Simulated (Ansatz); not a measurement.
WSi2: changing the pressure

The cell as given:

It takes space group I4/mmm (No. 139, tetragonal). The conventional cell has a = 3.214 Å, b = 3.214 Å, c = 7.830 Å, α = 90.00°, β = 90.00°, γ = 90.00°. W (site symmetry 4/mmm) is surrounded by 10 Si at 2.62 Å. Si (site symmetry 4mm) has 5 Si at 2.59 to 2.63 Å and 5 W at 2.62 Å as nearest neighbours.

Kept alike: task relaxation of cell and atoms; functional PBEsol; k mesh 12 × 12 × 12; occupations fermi-dirac, width 0.05 eV; no spin polarisation. Program: Ansatz, all-electron LAPW, scalar-relativistic. The mesh is that of the run's cell of 3 atoms. No spin-orbit coupling.

```tsv
pressure, P (GPa)	volume (Å³/atom)
0	13.358
5	?
10	12.836
20	12.406
30	12.038
```

The relaxations keep at least the cell's symmetry (I4/mmm). The runs follow the start's structure, whether or not it is the stable one at these pressures. P is the pressure aimed at, which the runs meet within some hundredths to tenths of a GPa.

Fit the rows shown and predict the run at 5 GPa.

Murnaghan's form V = V0 (1 + B′P/B0)^(-1/B′) through the rows shown has V0 = 13.3578, B0 = 231.4 GPa and B′ = 4.09 (largest miss 0.0011); at P = 5 it gives 13.084 Å³/atom. The run gave: volume 13.084 Å³/atom.
